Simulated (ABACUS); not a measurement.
# PbSe (Clausthalite) (Fm-3m) in ABACUS: reference runs

How does PbSe (Clausthalite) come out in PBE? The cell is run as given and disturbed.

Everything below comes from runs of ABACUS 3.10.1. Logs are shortened: lines on timing, memory, paths and dates and some standing lists are left out, and cuts for length are marked.

**What was measured.**

A printed reference work, monograph reports, for a bulk crystal of PbSe at 300 K: band gap 0.28 eV (direct).

How close the calculation comes is told below.

## 1. Starting point

It takes space group Fm-3m (No. 225, cubic). Conventional cell: a = 6.121 Å, b = 6.121 Å, c = 6.121 Å, α = 90.00°, β = 90.00°, γ = 90.00°. Around Pb (site symmetry m-3m) lie 6 Se at 3.06 Å. Around Se (site symmetry m-3m) lie 6 Pb at 3.06 Å.

## 2. Single point, PBE

Contents of INPUT:

```
INPUT_PARAMETERS
suffix              PbSe
calculation         scf
basis_type          pw
pseudo_dir          ./
symmetry            1
dft_functional      pbe
ecutwfc             87
pseudo_rcut         10
nspin               1
nbands              19
ks_solver           dav
smearing_method     fd
smearing_sigma      0.00367493
scf_thr             1e-08
scf_nmax            100
mixing_type         broyden
mixing_beta         0.7
cal_force           1
cal_stress          1
kpar                4
```

Contents of STRU:

```
ATOMIC_SPECIES
Pb 207.2000 Pb.upf
Se 78.9710 Se.upf

LATTICE_CONSTANT
1.8897261246

LATTICE_VECTORS
0.0000000000 3.0606500000 3.0606500000
3.0606500000 0.0000000000 3.0606500000
3.0606500000 3.0606500000 0.0000000000

ATOMIC_POSITIONS
Direct

Pb
0.0
1
0.0000000000 0.0000000000 0.0000000000 1 1 1

Se
0.0
1
0.5000000000 0.5000000000 0.5000000000 1 1 1
```

Contents of KPT:

```
K_POINTS
0
Gamma
8 8 8 0 0 0
```

Potentials or basis: PseudoDojo NC SR 0.4.1 PBE standard, plane waves.

The run is started by

```console
$ OMP_NUM_THREADS=1 mpirun -np 4 abacus > log
```

running log:

```text
ABACUS v3.10.1

               Atomic-orbital Based Ab-initio Computation at UStc

 ------------------------------------------------------------------------------------

 READING GENERAL INFORMATION
                           global_out_dir = OUT.PbSe/
                           global_in_card = INPUT
                               pseudo_dir = ./
                              orbital_dir =
                                    DSIZE = 4
                                    GSIZE = 1

 READING UNITCELL INFORMATION
                                    ntype = 2
                  lattice constant (Bohr) = 1.88973
              lattice constant (Angstrom) = 1

 READING ATOM TYPE 1
                               atom label = Pb
                      L=0, number of zeta = 1
                      L=1, number of zeta = 1
                      L=2, number of zeta = 1
             number of atom for this type = 1

 READING ATOM TYPE 2
                               atom label = Se
                      L=0, number of zeta = 1
                      L=1, number of zeta = 1
                      L=2, number of zeta = 1
             number of atom for this type = 1

                        TOTAL ATOM NUMBER = 2
DIRECT COORDINATES
    atom                   x                   y                   z     mag                  vx                  vy                  vz
taud_Pb1            0.0000000000        0.0000000000        0.0000000000  0.0000        0.0000000000        0.0000000000        0.0000000000
taud_Se1            0.5000000000        0.5000000000        0.5000000000  0.0000        0.0000000000        0.0000000000        0.0000000000

                          Volume (Bohr^3) = 386.961
                             Volume (A^3) = 57.3417

 Lattice vectors: (Cartesian coordinate: in unit of a_0)
                   +0            +3.06065            +3.06065
             +3.06065                  +0            +3.06065
             +3.06065            +3.06065                  +0
 Reciprocal vectors: (Cartesian coordinate: in unit of 2 pi/a_0)
            -0.163364           +0.163364           +0.163364
            +0.163364           -0.163364           +0.163364
            +0.163364           +0.163364           -0.163364
 The esolver type has been set to : ksdft_pw

                PAO radial cut off (Bohr) = 10

 Read in pseudopotential file is Pb.upf
                     pseudopotential type = NC
          exchange-correlation functional = PBE
                 nonlocal core correction = 1
                        valence electrons = 14
                                     lmax = 2
                           number of zeta = 3
                     number of projectors = 6
                           L of projector = 0
[... 5 lines left out ...]
                PAO radial cut off (Bohr) = 10

 Read in pseudopotential file is Se.upf
                     pseudopotential type = NC
          exchange-correlation functional = PBE
                 nonlocal core correction = 1
                        valence electrons = 16
                                     lmax = 2
                           number of zeta = 3
                     number of projectors = 6
                           L of projector = 0
                           L of projector = 0
                           L of projector = 1
                           L of projector = 1
                           L of projector = 2
                           L of projector = 2
     initial pseudo atomic orbital number = 18

 SETUP THE ELECTRONS NUMBER
            electron number of element Pb = 14
      total electron number of element Pb = 14
            electron number of element Se = 16
      total electron number of element Se = 16
            AUTOSET number of electrons:  = 30
                           occupied bands = 15
                                   NBANDS = 19
                                   NLOCAL = 18

%%%%%%%%%%%%%%%%%%%%%%%%%%%%%%%%%%%%%%%%%%%%%%%%%%%%%%%%%%%%%%%%%%%%%%%%%%%%%%%%%%%%%%%%%%%%%%%%%%%%%%%%%%
 Warning: the number of valence electrons in pseudopotential > 4 for Pb: [Xe] 4f14 5d10 6s2 6p2
 Warning: the number of valence electrons in pseudopotential > 6 for Se: [Ar] 3d10 4s2 4p4
 Pseudopotentials with additional electrons can yield (more) accurate outcomes, but may be less efficient.
 If you're confident that your chosen pseudopotential is appropriate, you can safely ignore this warning.
%%%%%%%%%%%%%%%%%%%%%%%%%%%%%%%%%%%%%%%%%%%%%%%%%%%%%%%%%%%%%%%%%%%%%%%%%%%%%%%%%%%%%%%%%%%%%%%%%%%%%%%%%%

 SETUP THE PLANE WAVE BASIS
 energy cutoff for charge/potential (unit:Ry) = 348
            fft grid for charge/potential = [ 50, 50, 50 ]
                        fft grid division = [ 1, 1, 1 ]
        big fft grid for charge/potential = [ 50, 50, 50 ]
                                     nbxx = 125000
                                     nrxx = 125000

 SETUP PLANE WAVES FOR CHARGE/POTENTIAL
                    number of plane waves = 42615
                         number of sticks = 1615

 PARALLEL PW FOR CHARGE/POTENTIAL
     PROC   COLUMNS(POT)             PW
        1           1615          42615
 --------------- sum -------------------
        1           1615          42615
                            number of |g| = 396
                                  max |g| = 31.4649
                                  min |g| = 0

----------- Double Check Mixing Parameters Begin ------------
mixing_type: broyden
mixing_beta: 0.7
mixing_gg0: 1
mixing_gg0_min: 0.1
mixing_ndim: 8
----------- Double Check Mixing Parameters End ------------

 LATTICE VECTORS: (CARTESIAN COORDINATE: IN UNIT OF A0)
                   +0            +3.06065            +3.06065
             +3.06065                  +0            +3.06065
             +3.06065            +3.06065                  +0
                       right hand lattice = 1
                                   NORM_A = 4.32841
                                   NORM_B = 4.32841
                                   NORM_C = 4.32841
                           ALPHA (DEGREE) = 60
                           BETA  (DEGREE) = 60
                           GAMMA (DEGREE) = 60

 The lattice vectors have been changed (STRU_SIMPLE.cif)

(for optimal symmetric configuration:)
                             BRAVAIS TYPE = 3
                     BRAVAIS LATTICE NAME = 03. Cubic F (face-centered)
                                    ibrav = 3
                                    IBRAV = 3
                                  BRAVAIS = FACE CENTERED CUBIC
                       LATTICE CONSTANT A = 6.1213
Original cell was already a primitive cell.
                        ROTATION MATRICES = 48
              PURE POINT GROUP OPERATIONS = 48
                   SPACE GROUP OPERATIONS = 48
                              POINT GROUP = O_h
               POINT GROUP IN SPACE GROUP = O_h

 SETUP K-POINTS
                                    nspin = 1
                   Input type of k points = Monkhorst-Pack(Gamma)
                                   nkstot = 512
                       right hand lattice = 1
(for reciprocal lattice: )
                             BRAVAIS TYPE = 2
                     BRAVAIS LATTICE NAME = 02. Cubic I (body-centered)
                                    ibrav = 2
                       right hand lattice = 1
(for k-lattice: )
                             BRAVAIS TYPE = 2
                     BRAVAIS LATTICE NAME = 02. Cubic I (body-centered)
                                    ibrav = 2
                       right hand lattice = 1
                        ROTATION MATRICES = 48
                               nkstot_ibz = 29
K-POINTS REDUCTION ACCORDING TO SYMMETRY
     IBZ    DIRECT_X    DIRECT_Y    DIRECT_Z  WEIGHT  ibz2bz
       1  0.00000000  0.00000000  0.00000000  0.0020       0
       2  0.12500000  0.12500000  0.12500000  0.0156       1
       3  0.25000000  0.25000000  0.25000000  0.0156       2
       4  0.37500000  0.37500000  0.37500000  0.0156       3
       5  0.50000000  0.50000000  0.50000000  0.0078       4
       6  0.12500000  0.12500000  0.00000000  0.0117       9
[... 21 lines left out ...]
      28 -0.12500000  0.50000000  0.37500000  0.0234     101
      29  0.50000000  0.25000000 -0.25000000  0.0117     166

                               nkstot now = 29
[... K-POINTS DIRECT COORDINATES: 29 rows ...]

           k-point number in this process = 8
       minimum distributed K point number = 7
[... stars of the k points ...]

[... K-POINTS CARTESIAN COORDINATES: 8 rows ...]

[... K-POINTS DIRECT COORDINATES: 8 rows ...]

 SETUP PLANE WAVES FOR WAVE FUNCTIONS
     energy cutoff for wavefunc (unit:Ry) = 87
              fft grid for wave functions = [ 50, 50, 50 ]
                    number of plane waves = 6183
                         number of sticks = 439

 PARALLEL PW FOR WAVE FUNCTIONS
     PROC   COLUMNS(POT)             PW
        1            439           6183
 --------------- sum -------------------
        1            439           6183

 SETUP NONLOCAL PSEUDOPOTENTIALS IN PLANE WAVE BASIS
 Pb non-local projectors:
 projector 1 L=0
 projector 2 L=0
 projector 3 L=1
 projector 4 L=1
 projector 5 L=2
 projector 6 L=2
 Se non-local projectors:
 projector 1 L=0
 projector 2 L=0
 projector 3 L=1
 projector 4 L=1
 projector 5 L=2
 projector 6 L=2
      TOTAL NUMBER OF NONLOCAL PROJECTORS = 36

 Init Non-Local PseudoPotential table :
 Init Non-Local-Pseudopotential done.

                                     npwx = 5342

 Make real space PAO into reciprocal space.
       max mesh points in Pseudopotential = 1001
     dq(describe PAO in reciprocal space) = 0.01
                                    max q = 1124

 number of pseudo atomic orbitals for Pb is 3
WARNING: norm of atomic wavefunction # 3 of atomic type Pb is 0.999464, renormalized

 number of pseudo atomic orbitals for Se is 3
WARNING: norm of atomic wavefunction # 3 of atomic type Se is 0.999991, renormalized

 -------------------------------------------
 SELF-CONSISTENT
 -------------------------------------------
                                 init_chg = atomic

 PW ALGORITHM --------------- ION=   1  ELEC=   1--------------------------------

 Notice: Threshold on eigenvalues was too large.
 hsover_error=0.3 > DRHO=0.0773292
 Origin diag ethr = 0.01
 New diag ethr = 0.000257764

 Density error is 0.0748373176104
                          Error Threshold = 0.000257764140473
----------------------------------------------------------
     Energy           Rydberg                 eV
----------------------------------------------------------
 E_KohnSham     -383.2973293781      -5215.0277077246
 E_Harris       -381.3141972621      -5188.0458110606
 E_Fermi        0.6926381851         9.4238259695
----------------------------------------------------------
[... 87 lines left out ...]
 Density error is 9.6989155099e-11
                          Error Threshold = 3.45753348773e-11
----------------------------------------------------------
     Energy           Rydberg                 eV
----------------------------------------------------------
 E_KohnSham     -383.3193532392      -5215.3273577284
 E_KS(sigma->0) -383.3193419705      -5215.3272044094
 E_Harris       -383.3192527005      -5215.3259898294
 E_band         -30.2445763368       -411.4985717758
 E_one_elec     -173.5705012000      -2361.5478210364
 E_Hartree      100.0340683596       1361.0333238120
 E_xc           -88.4264971825       -1203.1042158627
 E_Ewald        -221.3564006788      -3011.7083380034
 E_entropy(-TS) -0.0000225375        -0.0003066380
 E_descf        0.0000000000         0.0000000000
 E_exx          0.0000000000         0.0000000000
 E_Fermi        0.7085455029         9.6402561312
----------------------------------------------------------

 charge density convergence is achieved
 final etot is -5215.3273577 eV
 EFERMI = 9.6402561312 eV

 STATE ENERGY(eV) AND OCCUPATIONS    NSPIN == 1
 1/8 kpoint (Cartesian) = 0.0000 0.0000 0.0000 (5209 pws)
       1       -37.7831     0.00390625
       2       -37.7831     0.00390625
       3       -37.7807     0.00390625
       4       -37.7807     0.00390625
       5       -37.7807     0.00390625
       6       -7.33020     0.00390625
[... 11 lines left out ...]
      18        14.2057    8.64404e-43
      19        16.0239    1.39270e-58
[... 88 lines left out ...]
       3       -37.7807      0.0234375
       4       -37.7807      0.0234375
       5       -37.7807      0.0234375
       6       -7.33474      0.0234375
[... 11 lines left out ...]
      18        14.0610    9.37292e-41
      19        15.0961    9.57330e-50

[... levels at 2 further k points ...]

------------------------------------------------------------------------------------------
 TOTAL-FORCE (eV/Angstrom)
------------------------------------------------------------------------------------------
                       Pb1         0.0000000000         0.0000000000         0.0000000000
                       Se1         0.0000000000         0.0000000000         0.0000000000
------------------------------------------------------------------------------------------

----------------------------------------------------------------
 TOTAL-STRESS (KBAR)
----------------------------------------------------------------
        24.1383704620         0.0000000000        -0.0000000000
         0.0000000000        24.1383704620        -0.0000000000
         0.0000000000        -0.0000000000        24.1383704620
----------------------------------------------------------------
 TOTAL-PRESSURE: 24.138370 KBAR

 --------------------------------------------
 !FINAL_ETOT_IS -5215.3273577283689519 eV
 --------------------------------------------
```

Wall time 22 s (4 MPI ranks of Intel Xeon Platinum 8259CL at 2.50GHz (Skylake/Cascade Lake), shared host); peak memory 0.48 GiB.

What came out:

```yaml
Free_energy: -5215.3274 eV
Pressure: 2.4 GPa
Band_gap_on_the_k_mesh: 0.30 eV, direct
```

Levels at points of the mesh, in eV from the valence-band top:
| k point | band 11 | band 12 | band 13 | band 14 | band 15 | band 16 | band 17 | band 18 |
| --- | --- | --- | --- | --- | --- | --- | --- | --- |
| (0.00, 0.00, 0.00) | -13.59 | -6.31 | -1.87 | -1.87 | -1.87 | 4.71 | 4.71 | 4.71 |
| (0.50, 0.50, 0.50) | -12.53 | -8.80 | -1.47 | -1.47 | 0.00 | 0.30 | 1.70 | 1.70 |
| (0.50, 0.50, 0.00) | -12.16 | -7.38 | -4.98 | -3.23 | -3.23 | 3.71 | 5.61 | 5.61 |

Caveat: spin-orbit coupling is left out, which as a rule narrows the gap of such compounds by several tenths of an eV.

## 3. Single point, PBE (atoms moved at random, drawn with an rms of 0.05 Å)

INPUT: that of step 2 with these lines changed.

```diff
@@ -20,2 +20,4 @@
 cal_stress          1
-kpar                4
+out_chg             1
+out_pot             2
+out_elf             1
```

STRU: that of step 2 with these lines changed.

```diff
@@ -18,3 +18,3 @@
 1
-0.0000000000 0.0000000000 0.0000000000 1 1 1
+-0.0022480000 -0.0031650000 -0.0006020000 1 1 1
 
@@ -23,2 +23,2 @@
 1
-0.5000000000 0.5000000000 0.5000000000 1 1 1
+0.5030880000 0.4999950000 0.4926990000 1 1 1
```

KPT is that of step 2.

Potentials or basis: PseudoDojo NC SR 0.4.1 PBE standard, plane waves.

The run is started by

```console
$ OMP_NUM_THREADS=1 mpirun -np 4 abacus > log
```

running log:

```text
ABACUS v3.10.1

               Atomic-orbital Based Ab-initio Computation at UStc

 ------------------------------------------------------------------------------------

 READING GENERAL INFORMATION
                           global_out_dir = OUT.PbSe/
                           global_in_card = INPUT
                               pseudo_dir = ./
                              orbital_dir =
                                    DSIZE = 4
                                    GSIZE = 1

 READING UNITCELL INFORMATION
                                    ntype = 2
                  lattice constant (Bohr) = 1.88973
              lattice constant (Angstrom) = 1

 READING ATOM TYPE 1
                               atom label = Pb
                      L=0, number of zeta = 1
[... 372 lines left out ...]
       1       -37.7836     0.00390625
       2       -37.7835     0.00390625
       3       -37.7812     0.00390625
       4       -37.7812     0.00390625
       5       -37.7811     0.00390625
       6       -7.32960     0.00390625
[... 104 lines left out ...]
       6       -7.32943     0.00781250
[... 11 lines left out ...]
      18        13.5315    1.25016e-36
      19        15.8567    7.95967e-57

[... levels at 254 further k points ...]

------------------------------------------------------------------------------------------
 TOTAL-FORCE (eV/Angstrom)
------------------------------------------------------------------------------------------
                       Pb1        -0.0064698666        -0.0024965407         0.0155482865
                       Se1         0.0064698666         0.0024965407        -0.0155482865
------------------------------------------------------------------------------------------

----------------------------------------------------------------
 TOTAL-STRESS (KBAR)
----------------------------------------------------------------
        23.9936454239         0.0033467886        -0.0212346783
         0.0033467886        23.9489979573        -0.0081792200
        -0.0212346783        -0.0081792200        24.2458494523
----------------------------------------------------------------
 TOTAL-PRESSURE: 24.062831 KBAR

 --------------------------------------------
 !FINAL_ETOT_IS -5215.3271002448918807 eV
 --------------------------------------------
```

Wall time 2.9 min (4 MPI ranks of Intel Xeon Platinum 8259CL at 2.50GHz (Skylake/Cascade Lake), shared host); peak memory 0.76 GiB.

Results:

* Free energy: -5215.3271 eV
* Pressure: 2.4 GPa
* Largest force: 0.017 eV/Å
* Band gap on the k mesh: 0.30 eV, direct

Forces on the atoms (eV/Å):
```
Pb  -0.006 -0.002  0.016
Se   0.006  0.002 -0.016
```

Caveat: spin-orbit coupling is left out, which as a rule narrows the gap of such compounds by several tenths of an eV. A k mesh can miss the band edges.

## 4. Comparison with measurements

Step 2. A measured gap of PbSe is 0.28 eV (direct; 300 K; a printed reference work, monograph); the calculated 0.30 eV misses it by +0.02 eV. 2 values of this kind are on record (0.15 to 0.28 eV); this one was drawn at random. Spin-orbit coupling on Pb, Se is left out. The value is that of PBE on a finite k mesh, which can miss the band edges, without temperature or zero-point motion.
